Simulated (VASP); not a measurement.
# BaS (Fm-3m) in VASP: notebook

BaS is run at these levels: PBE; tasks: single point.

Everything below comes from runs of VASP 6.6.1. Logs are shortened: lines on timing, memory, paths and dates and some standing lists are left out, and cuts for length are marked.

**Measured values to compare with.**

A printed reference work, monograph, original work of 1988 reports, for a bulk crystal of BaS at 2 K: band gap 3.806 eV (indirect).

The results are compared with them further down.

### Step 1. The cell of the first run

It takes space group Fm-3m (No. 225, cubic). Conventional cell: a = 6.388 Å, b = 6.388 Å, c = 6.388 Å, α = 90.00°, β = 90.00°, γ = 90.00°. Ba (site symmetry m-3m) has 6 S at 3.19 Å within 4.2 Å. S (site symmetry m-3m) has 6 Ba at 3.19 Å within 4.2 Å.

### Step 2. Single point, PBE

Contents of INCAR:

```
SYSTEM = BaS
ALGO = Normal
EDIFF = 1E-6
ENCUT = 520
GGA = PE
ISIF = 2
ISMEAR = 0
LASPH = .TRUE.
LCHARG = .FALSE.
LREAL = .FALSE.
LWAVE = .FALSE.
NBANDS = 15
NELM = 100
PREC = Accurate
SIGMA = 0.01
```

Contents of KPOINTS:

```
k-points
0
G
  6 6 6
  0 0 0
```

Contents of POSCAR:

```
BaS
1.0
    4.5166450000      0.0000000000      0.0000000000
    2.2583225000      3.9115293099      0.0000000000
    2.2583225000      1.3038431033      3.6878251998
Ba S
1 1
Direct
    0.0000000000      0.0000000000      0.0000000000
    0.5000000000      0.5000000000      0.5000000000
```

Potentials or basis: VASP PAW PBE potentials, release 64 (Ba_sv, S).

Run with:

```bash
$ cat potpaw_PBE.64/Ba_sv/POTCAR potpaw_PBE.64/S/POTCAR > POTCAR
$ mpirun -np 1 vasp_std > vasp.out
```

OUTCAR:

```text
SYSTEM = BaS
   EDIFF = 1E-6
   ENCUT = 520
   GGA = PE
   ISIF = 2
   ISMEAR = 0
   LASPH = .TRUE.
   LREAL = .FALSE.
   NELM = 100
   PREC = Accurate

 ion  position               nearest neighbor table
   1  0.000  0.000  0.000-   2 3.19   2 3.19   2 3.19   2 3.19   2 3.19   2 3.19
   2  0.500  0.500  0.500-   1 3.19   1 3.19   1 3.19   1 3.19   1 3.19   1 3.19

  LATTYP: Found a face centered cubic cell.
 ALAT       =     6.3875006155

  Lattice vectors:

 A1 = (   4.5166450000,   0.0000000000,   0.0000000000)
 A2 = (   2.2583225000,   3.9115293099,   0.0000000000)
 A3 = (   2.2583225000,   1.3038431033,   3.6878251998)

Analysis of symmetry for initial positions (statically):
=====================================================================
 Subroutine PRICEL returns:
 Original cell was already a primitive cell.

 Routine SETGRP: Setting up the symmetry group for a
 face centered cubic supercell.

 Subroutine GETGRP returns: Found 48 space group operations
 (whereof 48 operations were pure point group operations)
 out of a pool of 48 trial point group operations.

The static configuration has the point symmetry O_h .

Analysis of symmetry for dynamics (positions and initial velocities):
=====================================================================
 Subroutine PRICEL returns:
 Original cell was already a primitive cell.

 Routine SETGRP: Setting up the symmetry group for a
 face centered cubic supercell.

 Subroutine GETGRP returns: Found 48 space group operations
 (whereof 48 operations were pure point group operations)
 out of a pool of 48 trial point group operations.

The dynamic configuration has the point symmetry O_h .

 Subroutine INISYM returns: Found 48 space group operations
 (whereof 48 operations are pure point group operations),
 and found     1 'primitive' translations

----------------------------------------------------------------------------------------

                                     Primitive cell

  volume of cell :      65.1528

  direct lattice vectors                    reciprocal lattice vectors
     4.516645000  0.000000000  0.000000000     0.221403276 -0.127827241 -0.090387509
     2.258322500  3.911529310  0.000000000     0.000000000  0.255654482 -0.090387509
     2.258322500  1.303843103  3.687825200     0.000000000  0.000000000  0.271162527

  length of vectors
     4.516645000  4.516645000  4.516645000     0.271162527  0.271162527  0.271162527

  position of ions in fractional coordinates (direct lattice)
     0.000000000  0.000000000  0.000000000
     0.500000000  0.500000000  0.500000000

  ion indices of the primitive-cell ions
   primitive index   ion index
                 1           1
                 2           2

----------------------------------------------------------------------------------------

 KPOINTS: k-points

Automatic generation of k-mesh.
 Grid dimensions read from file:
 generate k-points for:    6    6    6

 Generating k-lattice:

  Cartesian coordinates                     Fractional coordinates (reciprocal lattice)
     0.036900546 -0.021304540 -0.015064585     0.166666667 -0.000000000  0.000000000
     0.000000000  0.042609080 -0.015064585     0.000000000  0.166666667  0.000000000
     0.000000000  0.000000000  0.045193754     0.000000000  0.000000000  0.166666667

  Length of vectors
     0.045193754  0.045193754  0.045193754

  Shift w.r.t. Gamma in fractional coordinates (k-lattice)
     0.000000000  0.000000000  0.000000000

 Subroutine IBZKPT returns following result:
 ===========================================

 Found     16 irreducible k-points:

 Following reciprocal coordinates:
            Coordinates               Weight
  0.000000  0.000000  0.000000      1.000000
  0.166667 -0.000000 -0.000000      8.000000
  0.333333 -0.000000 -0.000000      8.000000
  0.500000 -0.000000 -0.000000      4.000000
  0.166667  0.166667 -0.000000      6.000000
  0.333333  0.166667 -0.000000     24.000000
[... 8 lines left out ...]
 -0.333333  0.333333  0.166667     24.000000
 -0.333333  0.500000  0.166667     12.000000
   k-points           NKPTS =     16   k-points in BZ     NKDIM =     16   number of bands    NBANDS=     15
   number of dos      NEDOS =    301   number of ions     NIONS =      2
   total plane-waves  NPLWV =  46656
   dimension x,y,z NGX =    36 NGY =   36 NGZ =   36
   dimension x,y,z NGXF=    72 NGYF=   72 NGZF=   72
   ions per type =               1   1
   NGX,Y,Z   is equivalent  to a cutoff of  13.25, 13.25, 13.25 a.u.
   NGXF,Y,Z  is equivalent  to a cutoff of  26.50, 26.50, 26.50 a.u.
 SYSTEM =  BaS
   PREC   = accura    normal or accurate (medium, high low for compatibility)
   ISTART =      0    job   : 0-new  1-cont  2-samecut
   ICHARG =      2    charge: 1-file 2-atom 10-const
   ISPIN  =      1    spin polarized calculation?
   LNONCOLLINEAR =      F non collinear calculations
   LSORBIT =      F    spin-orbit coupling
   LASPH  =      T    aspherical Exc in radial PAW
   ENCUT  =  520.0 eV  38.22 Ry    6.18 a.u.   8.40  8.40  8.40*2*pi/ulx,y,z
   NELM   =    100;   NELMIN=  2; NELMDL= -5     # of ELM steps
   EDIFF  = 0.1E-05   stopping-criterion for ELM
   LREAL  =      F    real-space projection
   EDIFFG = 0.1E-04   stopping-criterion for IOM
   NSW    =      0    number of steps for IOM
   IBRION =     -1    ionic relax: 0-MD 1-quasi-New 2-CG
   NFREE  =      0    steps in history (QN), initial steepest desc. (CG)
   ISIF   =      2    stress and relaxation
   ISYM   =      2    0-nonsym 1-usesym 2-fastsym
   POTIM  = 0.5000    time-step for ionic-motion
   TEBEG  =    0.0;   TEEND  =   0.0 temperature during run
   PSTRESS=    0.0 pullay stress
   NELECT =      16.0000    total number of electrons
   NUPDOWN=      -1.0000    fix difference up-down
   EMIN   =  10.00;   EMAX   =-10.00  energy-range for DOS
   EFERMI =   0.00;   METHOD = LEGACY
   ISMEAR =     0;   SIGMA  =   0.01  broadening in eV -4-tet -1-fermi 0-gaus
   EFERMI_NEDOS =   21; number of points for ismear=-14 and -15
   IALGO  =     38    algorithm
   IMIX   =      4    mixing-type and parameters
     AMIX     =   0.40;   BMIX     =  1.00
     AMIX_MAG =   1.60;   BMIX_MAG =  1.00
  volume/ion in A,a.u.               =      32.58       219.84
  Fermi-wavevector in a.u.,A,eV,Ry     =   1.025189  1.937326 14.299888  1.051012
  Thomas-Fermi vector in A             =   2.159016
   LORBIT       =      0    0 simple, 1 ext, 2 COOP (PROOUT), +10 PAW based schemes
   GGA     = PE    functional components
   LHFCALC =     F    Hartree Fock is set to
   AEXX    =    0.0000 exact exchange contribution
   IVDW    =     0    specifies the selected vdW correction
   LEPSILON=     F    determine dielectric tensor
   LRPA    =     F    only Hartree local field effects (RPA)
 non-spin polarized calculation
 Gauss-broadening in eV      SIGMA  =   0.01
  energy-cutoff  :      520.00
  volume of cell :       65.15
 maximum number of plane-waves:      1807
 NGX is ok and might be reduce to    36
   NGX = 17   NGY = 17   NGZ = 17

 number of electron      16.0000001 magnetization

 Free energy of the ion-electron system (eV)
  ---------------------------------------------------
  ext. energy  EPLUGINS =         0.00000000
  ---------------------------------------------------
  free energy    TOTEN  =       -10.18458561 eV

  energy without entropy =      -10.18458561  energy(sigma->0) =      -10.18458561

 E-fermi :   1.5806     XC(G=0):  -8.6257

 val. band max:        1.4541144039   @ k =   0.0000   0.0000   0.0000
 cond. band min:       3.5609893475   @ k =   0.5000   0.5000  -0.0000
 fundamental gap:      2.1068749436
 Fermi energy:         1.5805871497

 k-point     1 :       0.0000    0.0000    0.0000
  band No.  band energies     occupation
      1     -24.6208      2.00000
      2      -9.6764      2.00000
      3      -9.6764      2.00000
      4      -9.6764      2.00000
      5      -8.9062      2.00000
      6       1.4541      2.00000
      7       1.4541      2.00000
      8       1.4541      2.00000
      9       5.0536      0.00000
     10       5.3225      0.00000
     11       5.3225      0.00000
     12       5.3225      0.00000
     13       6.2483      0.00000
     14       6.2483      0.00000
     15      10.1889      0.00000

 k-point     2 :       0.1667   -0.0000   -0.0000
  band No.  band energies     occupation
      1     -24.6096      2.00000
      2     -10.1285      2.00000
      3      -9.6861      2.00000
      4      -9.6861      2.00000
      5      -8.4308      2.00000
      6       0.8026      2.00000
      7       1.1108      2.00000
      8       1.1108      2.00000
      9       5.3649      0.00000
     10       5.7311      0.00000
     11       5.7311      0.00000
     12       6.0273      0.00000
     13       7.0262      0.00000
     14       7.0262      0.00000
     15      11.2438      0.00000

 k-point     3 :       0.3333   -0.0000   -0.0000
  band No.  band energies     occupation
      1     -24.5872      2.00000
      2     -10.6271      2.00000
      3      -9.7053      2.00000
      4      -9.7053      2.00000
      5      -7.8809      2.00000
      6      -0.1118      2.00000
      7       0.5836      2.00000
      8       0.5836      2.00000
      9       5.9209      0.00000
     10       6.8176      0.00000
     11       6.8176      0.00000
     12       7.4799      0.00000
     13       8.7793      0.00000
     14       8.7793      0.00000
     15      11.8380      0.00000
[... 199 lines left out ...]
 k-point    15 :      -0.3333    0.3333    0.1667
  band No.  band energies     occupation
      1     -24.5658      2.00000
      2     -10.4606      2.00000
      3      -9.9448      2.00000
      4      -9.8480      2.00000
      5      -8.1195      2.00000
      6       0.1688      2.00000
      7       0.7523      2.00000
      8       0.8164      2.00000
      9       5.9119      0.00000
     10       6.0165      0.00000
     11       8.0840      0.00000
     12       8.4498      0.00000
     13       8.8224      0.00000
     14      10.8004      0.00000
     15      10.9496      0.00000

 k-point    16 :      -0.3333    0.5000    0.1667
  band No.  band energies     occupation
      1     -24.5625      2.00000
      2     -10.1436      2.00000
      3     -10.0895      2.00000
      4      -9.9431      2.00000
      5      -8.3914      2.00000
      6       0.5551      2.00000
      7       0.9239      2.00000
      8       1.0691      2.00000
      9       4.6559      0.00000
     10       6.9874      0.00000
     11       7.6396      0.00000
     12       8.4220      0.00000
     13       8.9664      0.00000
     14       9.7788      0.00000
     15      11.2790      0.00000

------------------------ aborting loop because EDIFF is reached ----------------------------------------

  FORCE on cell =-STRESS in cart. coord.  units (eV):
  Direction    XX          YY          ZZ          XY          YZ          ZX
  --------------------------------------------------------------------------------------
  -------------------------------------------------------------------------------------
  Total        0.5810591      0.5810591      0.5810591      0.0000000     -0.0000000      0.0000000
  in kB       14.2888736     14.2888736     14.2888736      0.0000000     -0.0000000      0.0000000
  external PRESSURE =      14.2888736 kB  Pullay stress =       0.0000000 kB

 VOLUME and BASIS-vectors are now :
 -----------------------------------------------------------------------------
  energy-cutoff  :      520.00
  volume of cell :       65.15
      direct lattice vectors                 reciprocal lattice vectors
     4.516645000  0.000000000  0.000000000     0.221403276 -0.127827241 -0.090387509
     2.258322500  3.911529310  0.000000000     0.000000000  0.255654482 -0.090387509
     2.258322500  1.303843103  3.687825200     0.000000000  0.000000000  0.271162527

 POSITION                                       TOTAL-FORCE (eV/Angst)
 -----------------------------------------------------------------------------------
      0.00000      0.00000      0.00000        -0.000000     -0.000000      0.000000
      4.51664      2.60769      1.84391         0.000000      0.000000      0.000000
 -----------------------------------------------------------------------------------
    total drift:                                0.000000      0.000000      0.000000

  FREE ENERGIE OF THE ION-ELECTRON SYSTEM (eV)
  ---------------------------------------------------
  free  energy   TOTEN  =       -10.1845856132 eV

  energy  without entropy=      -10.1845856132  energy(sigma->0) =      -10.18458561
```

Wall time 16 s (1 thread of Intel Xeon Platinum 8375C at 2.90GHz (Ice Lake), shared host); peak memory 0.2 GiB.

Results:

```yaml
Free_energy: -10.1846 eV
Pressure: 1.4 GPa
Band_gap_on_the_k_mesh: 2.11 eV, indirect (least direct gap 2.24 eV)
```

Caveat: spin-orbit coupling is left out, which moves the levels of the heavy elements.

### Step 3. Single point, PBE, non-collinear spin, zero start, spin-orbit coupling

Contents of INCAR:

```
  PREC = Accurate
  ENCUT = 520
  EDIFF = 1E-6
  ISMEAR = 0
  SIGMA = 0.01
  LREAL = False
  LASPH = True
  NELM = 150
  ALGO = Normal
  ISIF = 2
  LWAVE = False
  LCHARG = True
  MAGMOM = 0 0 0 0 0 0
  LORBIT = 11
  LSORBIT = True
  GGA_COMPAT = False
  LORBMOM = True
  GGA = PE
  LVHAR = True
  NBANDS = 28
```

Contents of KPOINTS:

```
Automatic mesh
0
Gamma
  6 6 6
```

POSCAR is that of step 2.

Potentials or basis: VASP PAW PBE potentials, release 64 (Ba_sv, S).

Run with:

```bash
$ cat potpaw_PBE.64/Ba_sv/POTCAR potpaw_PBE.64/S/POTCAR > POTCAR
$ mpirun -np 1 vasp_ncl > vasp.out
```

Wall time 81 s (1 thread of Intel Xeon Platinum 8375C at 2.90GHz (Ice Lake), shared host); peak memory 0.39 GiB.

It converged, with:

```
Free energy                                           : -10.3799 eV
Pressure                                              : 1.4 GPa
Net moment                                            : 0.00 μB per cell
Valence electrons inside the program's atomic spheres : Ba 7.91; S 3.75
```

Moments on the atoms (μB; x, y, z):
```
Ba  0.00 0.00 0.00
S   0.00 0.00 0.00
```

### Step 4. Comparison with measurements

Step 2. Measured gap of BaS: 3.806 eV (indirect; 2 K; a printed reference work, monograph, original work of 1988). This calculation gives 2.11 eV (-1.70 eV). Spin-orbit coupling on Ba is left out. The value is that of PBE on a finite k mesh, which can miss the band edges, without temperature or zero-point motion. Semilocal functionals fall short of measured gaps as a rule.
